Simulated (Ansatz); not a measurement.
Relaxed (100) slab cut from AlP (space group F-43m (No. 216)); the slab's formula is Al5P6, its outer planes P (top) and P (bottom):

```
CELL_PARAMETERS angstrom
3.86812 0.00000 0.00000
0.00000 3.86812 0.00000
0.00000 0.00000 28.67586
ATOMIC_POSITIONS crystal
P 0.00000 0.50000 0.26334
Al 0.50000 0.50000 0.30907
P 0.50000 0.00000 0.35755
Al 0.00000 0.00000 0.40443
P 0.00000 0.50000 0.45238
Al 0.50000 0.50000 0.50000
P 0.50000 0.00000 0.54762
Al 0.00000 0.00000 0.59557
P 0.00000 0.50000 0.64245
Al 0.50000 0.50000 0.69094
P 0.50000 0.00000 0.73666
```

Theory: DFT PBEsol, scalar-relativistic, plane waves, PAW in Ansatz. Cutoff 420 eV; k points 7×7×1 on the computed 11-atom cell (Γ-centred); Gaussian smearing, width 0.05 eV; no spin polarisation. A dipole correction removes the field between periodic images along c.

The potential is the smooth part; its values at the atoms depend on the PAW datasets.

(1) How does the plane-averaged electrostatic potential energy of an electron run along c, counted from the Fermi level?

## Answers

(1)
```
z (Å) V (eV)
 2.69    6.41
 2.99    6.41
 3.29    6.41
 3.58    6.41
 3.88    6.41
 4.18    6.41
 4.48    6.41
 4.78    6.40
 5.08    6.39
 5.38    6.36
 5.68    6.28
 5.97    6.08
 6.27    5.63
 6.57    4.58
 6.87    2.13
 7.17   -1.87
 7.47   -4.58
 7.77   -4.75
 8.07   -3.17
 8.36   -1.67
 8.66   -0.95
 8.96   -0.78
 9.26   -1.11
 9.56   -1.83
 9.86   -3.73
10.16   -5.37
10.45   -5.12
10.75   -3.36
11.05   -1.95
11.35   -1.38
11.65   -1.21
11.95   -1.48
12.25   -2.11
12.55   -3.82
12.84   -5.51
13.14   -5.38
13.44   -3.59
13.74   -2.05
14.04   -1.47
14.34   -1.25
14.64   -1.47
14.94   -2.05
15.23   -3.59
15.53   -5.38
15.83   -5.51
16.13   -3.82
16.43   -2.11
16.73   -1.48
17.03   -1.21
17.33   -1.38
17.62   -1.95
17.92   -3.36
18.22   -5.12
18.52   -5.37
18.82   -3.73
19.12   -1.83
19.42   -1.11
19.71   -0.78
20.01   -0.95
20.31   -1.67
20.61   -3.17
20.91   -4.75
21.21   -4.58
21.51   -1.87
21.81    2.13
22.10    4.58
22.40    5.63
22.70    6.08
23.00    6.28
23.30    6.36
23.60    6.39
23.90    6.40
24.20    6.41
24.49    6.41
24.79    6.41
25.09    6.41
25.39    6.41
25.69    6.41
25.99    6.41
```

The vacuum level lies 6.42 eV above the Fermi level.

Cost: 1 run of about 1.2 core-minutes, on Intel Xeon Platinum 8488C (Sapphire Rapids) (shared hosts).